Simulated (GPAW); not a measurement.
## CsPbBr3: equation of state with r2SCAN

Crystal: CsPbBr3.

```
Pb Cs Br
1.0
     5.87000    0.00000    0.00000
     0.00000    5.87000    0.00000
     0.00000    0.00000    5.87000
Pb Cs Br
1 1 3
Direct
  0.50000 0.50000 0.50000
  0.00000 0.00000 0.00000
  0.50000 0.50000 0.00000
  0.50000 0.00000 0.50000
  0.00000 0.50000 0.50000
```

Measurements of this composition are mostly on another form, of space group No. 62.

* Program: GPAW 26.7.0
* Task: equation of state
* Functional: r2SCAN
* Potentials or basis: GPAW PAW data sets (gpaw-data 1.2.1)
* Cutoff: 600 eV
* Basis: pw
* k mesh: 5 × 5 × 5
* Occupations: fermi-dirac, width 0.05 eV
* Spin: no spin polarisation

```
Equilibrium volume : 41.75 Å³/atom (rough: see the caveat)
Bulk modulus       : 21 GPa (rough)
```

Energy against volume, from the lowest point:
```csv
volume (Å³/atom),energy (meV/atom)
38.025,25.95
38.834,15.21
39.643,7.55
40.452,2.64
41.261,0.22
42.070,0.00
42.880,1.76
```

Run time: 16 min on 4 MPI ranks on Arm Neoverse V2, on a shared host, peak memory 0.65 GiB a rank.

Caveat: the points scatter about the fit; the PAW data sets were made with another functional, which shifts forces and pressure a little. Spin-orbit coupling is left out, which matters for the levels of Cs, Pb.
